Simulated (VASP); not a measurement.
Crystal: MgF2 (Sellaite).

```
Mg F
1.0
     4.62405    0.00000    0.00000
     0.00000    4.62405    0.00000
     0.00000    0.00000    3.05280
Mg F
2 4
Direct
  0.00000 0.00000 0.00000
  0.50000 0.50000 0.50000
  0.30316 0.30316 0.00000
  0.19684 0.80316 0.50000
  0.69684 0.69684 0.00000
  0.80316 0.19684 0.50000
```

Base run:

| Quantity | Value |
| --- | --- |
| Program | VASP 6.6.1 |
| Functional | PBE |
| Potentials or basis | VASP PAW PBE potentials, release 64 (Mg, F) |
| Cutoff | 520 eV |
| k mesh | 6 × 6 × 10 |
| Occupations | gaussian, width 0.03 eV |
| Spin | no spin polarisation |

Its results: band gap on the k mesh 7.10 eV, direct.

Question: The run is repeated on the same cell with these changes: functional from PBE to TB-mBJ; further incar settings from ALGO = Fast; EDIFF = 1e-06; NBANDS = 40 to ALGO = Normal; EDIFF = 1e-06. What comes out?

Answer: Band gap on the k mesh 10.85 eV, direct.
